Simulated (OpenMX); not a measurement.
# CuO (F-43m) in OpenMX: notebook, part 2 of 2

OpenMX 3.8.5. The steps go on from the part before.

### Step 5. Single point, PBE+D4

Input file run.py:

```python
from ase import Atoms
from ase.calculators.openmx import OpenMX
from ase.calculators.mixing import SumCalculator
from dftd4.ase import DFTD4

atoms = Atoms(['Cu', 'O'],
              cell=[[0.0, 2.32725273, 2.32725273], [2.32725273, 0.0, 2.32725273], [2.32725273, 2.32725273, 0.0]],
              scaled_positions=[[0.0, 0.0, 0.0], [0.25, 0.25, 0.25]],
              pbc=True)

def calculator():
    omx = OpenMX(
        label='CuO',
        command='openmx',
        nohup=True,
        xc='GGA-PBE',
        kpts=(7, 7, 7),
        system_currentdirectory='./',
        data_path='./DFT_DATA13',
        level_of_fileout=0,
        definition_of_atomic_species=[['Cu', 'Cu6.0H-s3p2d2', 'Cu_PBE13H'], ['O', 'O6.0-s2p2d1', 'O_PBE13']],
        atoms_speciesandcoordinates_unit='Ang',
        atoms_speciesandcoordinates=[['1', 'Cu', '0', '0', '0', 9.5, 9.5], ['2', 'O', '0', '0', '0', 3.0, 3.0]],
        scf_spinpolarization='off',
        scf_electronictemperature=580.226,
        scf_energycutoff=500.0,
        scf_maxiter=100,
        scf_eigenvaluesolver='band',
        scf_mixing_type='rmm-diisk',
        scf_init_mixing_weight=0.05,
        scf_min_mixing_weight=0.001,
        scf_max_mixing_weight=0.3,
        scf_mixing_history=25,
        scf_mixing_startpulay=8,
        scf_criterion=1e-08,
    )
    return SumCalculator([omx, DFTD4(method='pbe')])

atoms.calc = calculator()
print('stress_eV_A3', atoms.get_stress().round(8).tolist())
print('forces_eV_A', atoms.get_forces().round(6).tolist())
print('energy_eV', round(atoms.get_potential_energy(), 6))
print('dispersion_eV', round(atoms.calc.mixer.calcs[1].get_potential_energy(atoms), 6))
```

Potentials or basis: OpenMX 2013 PBE set, Cu6.0H-s3p2d2, O6.0-s2p2d1, grid cutoff 500 Ry.

The run is started by

```console
$ python run.py > run.log
```

What it wrote:

```text
Required cutoff energy (Ryd) for 3D-grids = 500.0000
      Used cutoff energy (Ryd) for 3D-grids = 495.9995, 495.9995, 495.9995
  Num. of grids of a-, b-, and c-axes = 36, 36, 36

  Num.Grid1.    36
  Num.Grid2.    36
  Num.Grid3.    36

  Cell_Volume =    170.120694994390 (Bohr^3)
  GridVol     =      0.003646276899 (Bohr^3)
  Cell vectors (bohr) of the grid cell (gtv)
    gtv_a =  0.000000000000,  0.122163054608,  0.122163054608
    gtv_b =  0.122163054608,  0.000000000000,  0.122163054608
    gtv_c =  0.122163054608,  0.122163054608,  0.000000000000
    |gtv_a| =  0.172764648647
    |gtv_b| =  0.172764648647
    |gtv_c| =  0.172764648647

***********************************************************

***********************************************************
                  SCF history at MD= 1
***********************************************************

   SCF=   1  NormRD=  1.000000000000  Uele= -32.913662252064
   SCF=   2  NormRD=  1.607088212825  Uele= -32.877587628720
   SCF=   3  NormRD=  1.538214181730  Uele= -32.865238125295
   SCF=   4  NormRD=  0.880195171199  Uele= -32.716155318950
[... 183 lines left out ...]
   sum over m      4.652182427  4.652182427   9.304364855   0.000000000
  d3z^2-r^2   1    0.012892794  0.012892794   0.025785588   0.000000000
  dx^2-y^2    1    0.012892801  0.012892801   0.025785603   0.000000000
  dxy         1    0.022301722  0.022301722   0.044603445   0.000000000
  dxz         1    0.022301734  0.022301734   0.044603468   0.000000000
  dyz         1    0.022301701  0.022301701   0.044603402   0.000000000
   sum over m      0.092690753  0.092690753   0.185381506   0.000000000
   sum over m+mul  4.744873180  4.744873180   9.489746361   0.000000000

    2    O          Up spin      Down spin     Sum           Diff
            multiple
  s           0    0.913033467  0.913033467   1.826066933   0.000000000
   sum over m      0.913033467  0.913033467   1.826066933   0.000000000
  s           1   -0.003445945 -0.003445945  -0.006891890   0.000000000
   sum over m     -0.003445945 -0.003445945  -0.006891890   0.000000000
   sum over m+mul  0.909587522  0.909587522   1.819175043   0.000000000
  px          0    0.767428498  0.767428498   1.534856996   0.000000000
  py          0    0.767428569  0.767428569   1.534857138   0.000000000
  pz          0    0.767428552  0.767428552   1.534857105   0.000000000
   sum over m      2.302285619  2.302285619   4.604571238   0.000000000
  px          1   -0.004142885 -0.004142885  -0.008285770   0.000000000
  py          1   -0.004142863 -0.004142863  -0.008285726   0.000000000
  pz          1   -0.004142863 -0.004142863  -0.008285726   0.000000000
   sum over m     -0.012428611 -0.012428611  -0.024857222   0.000000000
   sum over m+mul  2.289857008  2.289857008   4.579714016   0.000000000
  d3z^2-r^2   0    0.000950968  0.000950968   0.001901936   0.000000000
  dx^2-y^2    0    0.000950967  0.000950967   0.001901935   0.000000000
  dxy         0    0.001409486  0.001409486   0.002818972   0.000000000
  dxz         0    0.001409486  0.001409486   0.002818972   0.000000000
  dyz         0    0.001409484  0.001409484   0.002818969   0.000000000
   sum over m      0.006130392  0.006130392   0.012260784   0.000000000
   sum over m+mul  0.006130392  0.006130392   0.012260784   0.000000000

***********************************************************
       xyz-coordinates (Ang) and forces (Hartree/Bohr)
***********************************************************

<coordinates.forces
  2
    1    Cu     0.00000   0.00000   0.00000  -0.000226515734 -0.000226421192 -0.000226442581
    2     O     1.16363   1.16363   1.16363   0.000231254779  0.000231160285  0.000231181641
coordinates.forces>

***********************************************************
       Fractional coordinates of the final structure
***********************************************************

     1     Cu     0.00000000000000   0.00000000000000   0.00000000000000
     2      O     0.25000000000000   0.25000000000000   0.25000000000000
```

CuO.dat:

```text
System.CurrentDirectory        ./
System.Name        CuO
DATA.PATH        ./DFT_DATA13
level.of.fileout        0
Species.Number        2
<Definition.of.Atomic.Species
    Cu  Cu6.0H-s3p2d2  Cu_PBE13H
    O  O6.0-s2p2d1  O_PBE13
Definition.of.Atomic.Species>

Atoms.Number        2
Atoms.SpeciesAndCoordinates.Unit        Ang
<Atoms.SpeciesAndCoordinates
    1  Cu  0.0  0.0  0.0  9.5  9.5
    2  O  1.163626365  1.163626365  1.163626365  3.0  3.0
Atoms.SpeciesAndCoordinates>

Atoms.UnitVectors.Unit        Ang
<Atoms.UnitVectors
    0.0  2.32725273  2.32725273
    2.32725273  0.0  2.32725273
    2.32725273  2.32725273  0.0
Atoms.UnitVectors>

scf.Kgrid        7 7 7
scf.maxIter        100
scf.Mixing.History        25
scf.Mixing.StartPulay        8
scf.ElectronicTemperature        580.226
scf.energycutoff        500
scf.Init.Mixing.Weight        0.05
scf.Min.Mixing.Weight        0.001
scf.Max.Mixing.Weight        0.3
scf.criterion        1e-08
scf.XcType        GGA-PBE
scf.EigenvalueSolver        band
scf.Mixing.Type        rmm-diisk
scf.stress.tensor        On
```

run.log:

```text
stress_eV_A3 [0.06360287, 0.06360471, 0.06360471, -0.00353131, -0.00353131, -0.00353131]
forces_eV_A [[-0.011648, -0.011643, -0.011644], [0.011891, 0.011887, 0.011888]]
energy_eV -5822.553604
dispersion_eV -0.524538
```

Run time: 51 s. Hardware: 1 thread of Arm Neoverse V2, shared host; peak memory 0.54 GiB.

What came out:

```
Free energy                : -5822.5752 eV
Pressure                   : -10.2 GPa
Band gap on the k mesh     : none (metal or under the smearing width)
Mulliken charges           : Cu +0.41; O -0.41 e
Dispersion energy per atom : -0.262 eV
```

Caveat: Mulliken charges move with the basis; the basis of atomic orbitals isn't converged, which shifts pressures, moduli and gaps; an odd number of electrons without spin polarisation forces a metal; a magnetic or distorted state may lie lower; the run has no spin polarisation, though such a crystal can be magnetic; semilocal functionals often make such compounds metallic where correlation or magnetic order opens a gap, which also shifts bond lengths; pairwise dispersion overbinds metals, which lowers pressure and volume. With open d or f shells a metallic result of PBE can be an artefact of self-interaction; +U or a hybrid may open a gap.

### Step 6. Summary

| level | gap on the mesh (eV) | pressure (GPa) |
| --- | --- | --- |
| PBE | none | -7.1 |
| PBE+D3 | none | -8.5 |
| PBE+D3(BJ) | none | -10.1 |
| PBE+D4 | none | -10.2 |

Alike in all rows: task single point; potentials or basis OpenMX 2013 PBE set, Cu6.0H-s3p2d2, O6.0-s2p2d1, grid cutoff 500 Ry; no spin polarisation; cell as given; k mesh 7 × 7 × 7; smearing fermi-dirac 0.05 eV.

Caveats: the basis of atomic orbitals isn't converged, which shifts pressures, moduli and gaps; an odd number of electrons without spin polarisation forces a metal; a magnetic or distorted state may lie lower; the run has no spin polarisation, though such a crystal can be magnetic; semilocal functionals often make such compounds metallic where correlation or magnetic order opens a gap, which also shifts bond lengths; pairwise dispersion overbinds metals, which lowers pressure and volume (some runs).

Absolute energies hang on the potentials; compare differences alone.
